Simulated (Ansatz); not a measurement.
# Point defect: Hf interstitial in HfO2

Method: DFT PBE, scalar-relativistic, plane waves, PAW (Ansatz 0.2.0). Run with 420 eV cutoff, 2×2×2 k-mesh, shifted by half a step, Gaussian smearing of 0.01 eV, no spin polarisation.

Host crystal, relaxed:

```xyz
6
Lattice="3.6043 0.0000 0.0000 0.0000 3.6043 0.0000 0.0000 0.0000 5.2640" Properties=species:S:1:pos:R:3 pbc="T T T"
Hf    1.8022    1.8022    2.6320
Hf    0.0000    0.0000    0.0000
O     0.0000    1.8022    3.6493
O     1.8022    0.0000    4.2467
O     1.8022    0.0000    1.6147
O     0.0000    1.8022    1.0173
```

Supercell of 48 atoms, rows in host cell vectors: 0 -2 -1; 2 0 1; -2 0 1. Atoms relax at the host's cell, keeping the symmetry that the supercell leaves at the site. The cell is small, so energies carry finite-size errors of tenths of an eV. The host's Kohn–Sham gap is 4.67 eV. Atoms are taken from and returned to the elements' standard states.

Spin-orbit coupling is left out, which matters for the bands and energies of heavy elements.

Defect: Hf interstitial set at (0.000, 0.000, 0.500) of the host cell. Before relaxation its nearest neighbours are 4 O at 2.07 Å, 4 O at 2.42 Å.

```json
{"charge": "0", "E_f at the valence band top (eV)": "5.03", "moment (μB)": "0.00", "largest move (Å)": "0.17", "atoms near the site": "4 O at 2.23 Å, 4 O at 2.34 Å"}
```